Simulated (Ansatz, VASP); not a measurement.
## Two plane-wave programs on HfN

```
Hf N
1.0
     0.00000    2.38475    2.02704
     2.38475    0.00000    2.02704
     2.38475    2.38475    0.00000
Hf N
1 1
Direct
  0.00000 0.00000 0.00000
  0.50000 0.50000 0.50000
```

Alike in both runs: task single point; functional LDA; k mesh 20 × 20 × 20; occupations gaussian, width 0.15 eV; no spin polarisation.

|  | VASP | Ansatz |
| --- | --- | --- |
| version | VASP 6.6.1 | Ansatz 0.2.0 |
| potentials or method | VASP PAW LDA potentials, release 64 (Hf_pv, N) | scalar-relativistic, plane waves, PAW |
| plane-wave cutoff (eV) | 520 | 420 |
| valence electrons in the cell | 15 | 31 |

Ansatz gave:

| Quantity | Value |
| --- | --- |
| gap on the k mesh at the Fermi level (eV) | none |
| pressure (GPa) | 9.1 |
| largest component of the traceless stress (GPa) | 69.81 |

Question: Estimate VASP's values.

Answer: gap on the k mesh at the Fermi level (eV): none; pressure (GPa): 8.5; largest component of the traceless stress (GPa): 70.96.

A gap of «none» marks a metal or a gap that the smearing closes. The two sets of potentials don't hold the same shells in valence.

The runs have no spin-orbit coupling, so splittings on Hf are missing.
